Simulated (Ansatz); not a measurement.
## Na in Ansatz: convergence with smearing width

Na:

```
Na
1.0
    -2.14100    2.14100    2.14100
     2.14100   -2.14100    2.14100
     2.14100    2.14100   -2.14100
Na
1
Direct
  0.00000 0.00000 0.00000
```

* Program: Ansatz 0.2.0
* Task: convergence study
* Functional: PBE
* Potentials or basis: Ansatz PAW earlier set
* Cutoff: 760 eV
* Density cutoff: 3800 eV
* k mesh: 7 × 7 × 7
* Occupations: gaussian, width 0.3 eV
* Spin: no spin polarisation

These are the settings of the first run; the series varies smearing width, with any setting tied to it.

Hardware: 2 threads of Intel(R) Xeon(R) Processor @ 2.50GHz (Skylake/Cascade Lake), on a shared host.

Problem. The values tried are 0.3 eV, 0.2 eV, 0.15 eV, 0.1 eV, 0.05 eV, 0.025 eV, 0.01 eV, 0.005 eV, loosest first. From which on does the energy stay within 1 meV/atom of the tightest run that finished?

Solution. From 0.05 eV on.

```
smearing width  energy less the tightest run, at zero smearing (meV/atom)  SCF cycles  CPU time (s)  peak memory (GiB)
        0.3 eV                                                      -2.71           6           2.4               0.33
        0.2 eV                                                      -2.12           6           2.3               0.34
       0.15 eV                                                      -2.15           6           2.5               0.34
        0.1 eV                                                      -1.65           6           2.5               0.33
       0.05 eV                                                      -0.77           6           2.6               0.33
      0.025 eV                                                      -0.34           6           2.4               0.33
       0.01 eV                                                      -0.08           6           2.2               0.33
      0.005 eV                                                       0.00           6           2.4               0.34
```

Narrower smearing needs a denser k mesh, so at a fixed mesh the narrowest width isn't the most accurate. The tightest run that finished is the yardstick and may itself not be fully converged.
